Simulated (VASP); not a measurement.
# CoSi (P2_13) in VASP: single point with PBE

Aim: the single point of CoSi with PBE.

Everything below comes from runs of VASP 6.6.1. Logs are shortened: lines on timing, memory, paths and dates and some standing lists are left out, and cuts for length are marked.

## (1) The structure

The structure is cubic, space group P2_13 (No. 198). Conventional cell: a = 4.438 Å, b = 4.438 Å, c = 4.438 Å, α = 90.00°, β = 90.00°, γ = 90.00°. Co (site symmetry 3) has 7 Si at 2.28 to 2.47 Å as nearest neighbours. Si (site symmetry 3) has 7 Co at 2.28 to 2.47 Å as nearest neighbours.

## (2) Single point, PBE

Contents of INCAR:

```
SYSTEM = CoSi
  PREC = Accurate
  ENCUT = 520
  EDIFF = 1E-6
  ISMEAR = 0
  SIGMA = 0.03
  LREAL = .False.
  LASPH = .True.
  NELM = 60
  ALGO = Fast
  ISIF = 2
  LWAVE = .False.
  LCHARG = .True.
  GGA = PE
  LELF = .True.
  LVHAR = .True.
  NBANDS = 36
```

Contents of KPOINTS:

```
Automatic mesh
0
Gamma
  12 12 12
  0 0 0
```

Contents of POSCAR:

```
CoSi
1.0
    4.4380000000      0.0000000000      0.0000000000
    0.0000000000      4.4380000000      0.0000000000
    0.0000000000      0.0000000000      4.4380000000
Co Si
4 4
Direct
    0.1400000000      0.1400000000      0.1400000000
    0.3600000000      0.8600000000      0.6400000000
    0.6400000000      0.3600000000      0.8600000000
    0.8600000000      0.6400000000      0.3600000000
    0.8430000000      0.8430000000      0.8430000000
    0.6570000000      0.1570000000      0.3430000000
    0.3430000000      0.6570000000      0.1570000000
    0.1570000000      0.3430000000      0.6570000000
```

Potentials or basis: VASP PAW PBE potentials, release 64 (Co, Si).

The run is started by

```sh
cat potpaw_PBE.64/Co/POTCAR potpaw_PBE.64/Si/POTCAR > POTCAR
mpirun -np 1 vasp_std > vasp.out
```

OUTCAR:

```text
SYSTEM = CoSi
   PREC = Accurate
   ENCUT = 520
   EDIFF = 1E-6
   ISMEAR = 0
   LREAL = .False.
   LASPH = .True.
   NELM = 60
   ISIF = 2
   GGA = PE

 ion  position               nearest neighbor table
   1  0.140  0.140  0.140-   5 2.28   6 2.33   7 2.33   8 2.33   7 2.47   8 2.47   6 2.47   2 2.72
                             4 2.72   2 2.72   4 2.72   3 2.72   3 2.72
   2  0.360  0.860  0.640-   6 2.28   5 2.33   7 2.33   8 2.33   7 2.47   8 2.47   5 2.47   1 2.72
                             3 2.72   1 2.72   3 2.72   4 2.72   4 2.72
   3  0.640  0.360  0.860-   7 2.28   6 2.33   5 2.33   8 2.33   8 2.47   6 2.47   5 2.47   4 2.72
                             2 2.72   2 2.72   4 2.72   1 2.72   1 2.72
   4  0.860  0.640  0.360-   8 2.28   6 2.33   7 2.33   5 2.33   6 2.47   5 2.47   7 2.47   3 2.72
                             1 2.72   1 2.72   3 2.72   2 2.72   2 2.72
   5  0.843  0.843  0.843-   1 2.28   2 2.33   3 2.33   4 2.33   3 2.47   4 2.47   2 2.47   6 2.75
                             7 2.75   8 2.75   6 2.75   8 2.75   7 2.75
   6  0.657  0.157  0.343-   2 2.28   1 2.33   3 2.33   4 2.33   3 2.47   4 2.47   1 2.47   8 2.75
                             5 2.75   5 2.75   7 2.75   7 2.75   8 2.75
   7  0.343  0.657  0.157-   3 2.28   2 2.33   1 2.33   4 2.33   4 2.47   2 2.47   1 2.47   8 2.75
                             5 2.75   8 2.75   6 2.75   6 2.75   5 2.75
   8  0.157  0.343  0.657-   4 2.28   2 2.33   3 2.33   1 2.33   2 2.47   1 2.47   3 2.47   7 2.75
                             5 2.75   7 2.75   5 2.75   6 2.75   6 2.75

  LATTYP: Found a simple cubic cell.
 ALAT       =     4.4380000000

  Lattice vectors:

 A1 = (   4.4380000000,   0.0000000000,   0.0000000000)
 A2 = (   0.0000000000,   4.4380000000,   0.0000000000)
 A3 = (   0.0000000000,   0.0000000000,   4.4380000000)

Analysis of symmetry for initial positions (statically):
=====================================================================
 Subroutine PRICEL returns:
 Original cell was already a primitive cell.

 Routine SETGRP: Setting up the symmetry group for a
 simple cubic supercell.

 Subroutine GETGRP returns: Found 12 space group operations
 (whereof  3 operations were pure point group operations)
 out of a pool of 48 trial point group operations.

The static configuration has the point symmetry C_3 .
 The point group associated with its full space group is T   .

Analysis of symmetry for dynamics (positions and initial velocities):
=====================================================================
 Subroutine PRICEL returns:
 Original cell was already a primitive cell.

 Routine SETGRP: Setting up the symmetry group for a
 simple cubic supercell.

 Subroutine GETGRP returns: Found 12 space group operations
 (whereof  3 operations were pure point group operations)
 out of a pool of 48 trial point group operations.

The dynamic configuration has the point symmetry C_3 .
 The point group associated with its full space group is T   .

 Subroutine INISYM returns: Found 12 space group operations
 (whereof  3 operations are pure point group operations),
 and found     1 'primitive' translations

----------------------------------------------------------------------------------------

                                     Primitive cell

  volume of cell :      87.4102

  direct lattice vectors                    reciprocal lattice vectors
     4.438000000  0.000000000  0.000000000     0.225326724  0.000000000  0.000000000
     0.000000000  4.438000000  0.000000000     0.000000000  0.225326724  0.000000000
     0.000000000  0.000000000  4.438000000     0.000000000  0.000000000  0.225326724

  length of vectors
     4.438000000  4.438000000  4.438000000     0.225326724  0.225326724  0.225326724

  position of ions in fractional coordinates (direct lattice)
     0.140000000  0.140000000  0.140000000
     0.360000000  0.860000000  0.640000000
     0.640000000  0.360000000  0.860000000
     0.860000000  0.640000000  0.360000000
     0.843000000  0.843000000  0.843000000
     0.657000000  0.157000000  0.343000000
     0.343000000  0.657000000  0.157000000
     0.157000000  0.343000000  0.657000000

  ion indices of the primitive-cell ions
   primitive index   ion index
                 1           1
                 2           2
                 3           3
                 4           4
                 5           5
                 6           6
                 7           7
                 8           8

----------------------------------------------------------------------------------------

 KPOINTS: Automatic mesh

Automatic generation of k-mesh.
 Grid dimensions read from file:
 generate k-points for:   12   12   12

 Generating k-lattice:

  Cartesian coordinates                     Fractional coordinates (reciprocal lattice)
     0.018777227  0.000000000  0.000000000     0.083333333  0.000000000  0.000000000
     0.000000000  0.018777227  0.000000000     0.000000000  0.083333333  0.000000000
     0.000000000  0.000000000  0.018777227     0.000000000  0.000000000  0.083333333

  Length of vectors
     0.018777227  0.018777227  0.018777227

  Shift w.r.t. Gamma in fractional coordinates (k-lattice)
     0.000000000  0.000000000  0.000000000

 Subroutine IBZKPT returns following result:
 ===========================================

 Found    119 irreducible k-points:

 Following reciprocal coordinates:
            Coordinates               Weight
  0.000000  0.000000  0.000000      1.000000
  0.083333  0.000000  0.000000      6.000000
  0.166667  0.000000  0.000000      6.000000
  0.250000  0.000000  0.000000      6.000000
  0.333333  0.000000  0.000000      6.000000
  0.416667  0.000000  0.000000      6.000000
[... 16 lines left out ...]
 -0.166667  0.333333  0.000000     12.000000
  0.416667  0.166667  0.000000     12.000000
 [... further k-points ...]
   k-points           NKPTS =    119   k-points in BZ     NKDIM =    119   number of bands    NBANDS=     36
   number of dos      NEDOS =    301   number of ions     NIONS =      8
   total plane-waves  NPLWV =  46656
   dimension x,y,z NGX =    36 NGY =   36 NGZ =   36
   dimension x,y,z NGXF=    72 NGYF=   72 NGZF=   72
   ions per type =               4   4
   NGX,Y,Z   is equivalent  to a cutoff of  13.49, 13.49, 13.49 a.u.
   NGXF,Y,Z  is equivalent  to a cutoff of  26.97, 26.97, 26.97 a.u.
 SYSTEM =  CoSi
   PREC   = accura    normal or accurate (medium, high low for compatibility)
   ISTART =      0    job   : 0-new  1-cont  2-samecut
   ICHARG =      2    charge: 1-file 2-atom 10-const
   ISPIN  =      1    spin polarized calculation?
   LNONCOLLINEAR =      F non collinear calculations
   LSORBIT =      F    spin-orbit coupling
   LASPH  =      T    aspherical Exc in radial PAW
   ENCUT  =  520.0 eV  38.22 Ry    6.18 a.u.   8.25  8.25  8.25*2*pi/ulx,y,z
   NELM   =     60;   NELMIN=  2; NELMDL= -5     # of ELM steps
   EDIFF  = 0.1E-05   stopping-criterion for ELM
   LREAL  =      F    real-space projection
   EDIFFG = 0.1E-04   stopping-criterion for IOM
   NSW    =      0    number of steps for IOM
   IBRION =     -1    ionic relax: 0-MD 1-quasi-New 2-CG
   NFREE  =      0    steps in history (QN), initial steepest desc. (CG)
   ISIF   =      2    stress and relaxation
   ISYM   =      2    0-nonsym 1-usesym 2-fastsym
   POTIM  = 0.5000    time-step for ionic-motion
   TEBEG  =    0.0;   TEEND  =   0.0 temperature during run
   PSTRESS=    0.0 pullay stress
   NELECT =      52.0000    total number of electrons
   NUPDOWN=      -1.0000    fix difference up-down
   EMIN   =  10.00;   EMAX   =-10.00  energy-range for DOS
   EFERMI =   0.00;   METHOD = LEGACY
   ISMEAR =     0;   SIGMA  =   0.03  broadening in eV -4-tet -1-fermi 0-gaus
   EFERMI_NEDOS =   21; number of points for ismear=-14 and -15
   IALGO  =     68    algorithm
   IMIX   =      4    mixing-type and parameters
     AMIX     =   0.40;   BMIX     =  1.00
     AMIX_MAG =   1.60;   BMIX_MAG =  1.00
  volume/ion in A,a.u.               =      10.93        73.73
  Fermi-wavevector in a.u.,A,eV,Ry     =   1.376856  2.601881 25.793021  1.895734
  Thomas-Fermi vector in A             =   2.502063
   LORBIT       =      0    0 simple, 1 ext, 2 COOP (PROOUT), +10 PAW based schemes
   GGA     = PE    functional components
   LHFCALC =     F    Hartree Fock is set to
   AEXX    =    0.0000 exact exchange contribution
   IVDW    =     0    specifies the selected vdW correction
   LEPSILON=     F    determine dielectric tensor
   LRPA    =     F    only Hartree local field effects (RPA)
 non-spin polarized calculation
 RMM-DIIS sequential band-by-band and
 Gauss-broadening in eV      SIGMA  =   0.03
  energy-cutoff  :      520.00
  volume of cell :       87.41
 maximum number of plane-waves:      2375
 NGX is ok and might be reduce to    36
   NGX = 17   NGY = 17   NGZ = 17

 number of electron      51.9999992 magnetization

 Free energy of the ion-electron system (eV)
  ---------------------------------------------------
  ext. energy  EPLUGINS =         0.00000000
  ---------------------------------------------------
  free energy    TOTEN  =       -54.72613427 eV

  energy without entropy =      -54.72527912  energy(sigma->0) =      -54.72570670

 E-fermi :  12.0366     XC(G=0): -12.8397

 val. band max:       12.0250119248   @ k =   0.5000   0.5000   0.0000
 cond. band min:      12.0377247711   @ k =   0.0833   0.0833   0.0000
 fundamental gap:      0.0127128463
 Fermi energy:        12.0366370625

 k-point     1 :       0.0000    0.0000    0.0000
  band No.  band energies     occupation
      1      -1.5955      2.00000
      2       3.8863      2.00000
      3       3.8863      2.00000
      4       3.8863      2.00000
      5       6.5958      2.00000
      6       6.5958      2.00000
[... 28 lines left out ...]
     35      15.5873      0.00000
     36      17.0046      0.00000
[... 866 lines left out ...]
      6       6.4720      2.00000
[... 28 lines left out ...]
     35      16.3927      0.00000
     36      18.1604      0.00000

 [... further k-points ...]

------------------------ aborting loop because EDIFF is reached ----------------------------------------

  FORCE on cell =-STRESS in cart. coord.  units (eV):
  Direction    XX          YY          ZZ          XY          YZ          ZX
  --------------------------------------------------------------------------------------
  -------------------------------------------------------------------------------------
  Total       -0.4557634     -0.4557634     -0.4557634      0.0000000     -0.0000000      0.0000000
  in kB       -8.3538787     -8.3538787     -8.3538787      0.0000000     -0.0000000      0.0000000
  external PRESSURE =      -8.3538787 kB  Pullay stress =       0.0000000 kB

 VOLUME and BASIS-vectors are now :
 -----------------------------------------------------------------------------
  energy-cutoff  :      520.00
  volume of cell :       87.41
      direct lattice vectors                 reciprocal lattice vectors
     4.438000000  0.000000000  0.000000000     0.225326724  0.000000000  0.000000000
     0.000000000  4.438000000  0.000000000     0.000000000  0.225326724  0.000000000
     0.000000000  0.000000000  4.438000000     0.000000000  0.000000000  0.225326724

 POSITION                                       TOTAL-FORCE (eV/Angst)
 -----------------------------------------------------------------------------------
      0.62132      0.62132      0.62132         0.157328      0.157328      0.157328
      1.59768      3.81668      2.84032        -0.157328     -0.157328      0.157328
      2.84032      1.59768      3.81668         0.157328     -0.157328     -0.157328
      3.81668      2.84032      1.59768        -0.157328      0.157328     -0.157328
      3.74123      3.74123      3.74123        -0.020327     -0.020327     -0.020327
      2.91577      0.69677      1.52223         0.020327      0.020327     -0.020327
      1.52223      2.91577      0.69677        -0.020327      0.020327      0.020327
      0.69677      1.52223      2.91577         0.020327     -0.020327      0.020327
 -----------------------------------------------------------------------------------
    total drift:                               -0.000000      0.000000      0.000000

  FREE ENERGIE OF THE ION-ELECTRON SYSTEM (eV)
  ---------------------------------------------------
  free  energy   TOTEN  =       -54.7261342745 eV

  energy  without entropy=      -54.7252791162  energy(sigma->0) =      -54.72570670
```

Run time: 10 min. Hardware: 1 thread of AMD EPYC 7R13 (Zen 3), shared host; peak memory 0.38 GiB.

What came out:

| Item | Value |
| --- | --- |
| Free energy | -54.7261 eV |
| Pressure | -0.8 GPa |
| Largest force | 0.273 eV/Å |
| Band gap on the k mesh | none (metal or under the smearing width) |

Forces on the atoms (eV/Å):
```
Co   0.157  0.157  0.157
Co  -0.157 -0.157  0.157
Co   0.157 -0.157 -0.157
Co  -0.157  0.157 -0.157
Si  -0.020 -0.020 -0.020
Si   0.020  0.020 -0.020
Si  -0.020  0.020  0.020
Si   0.020 -0.020  0.020
```
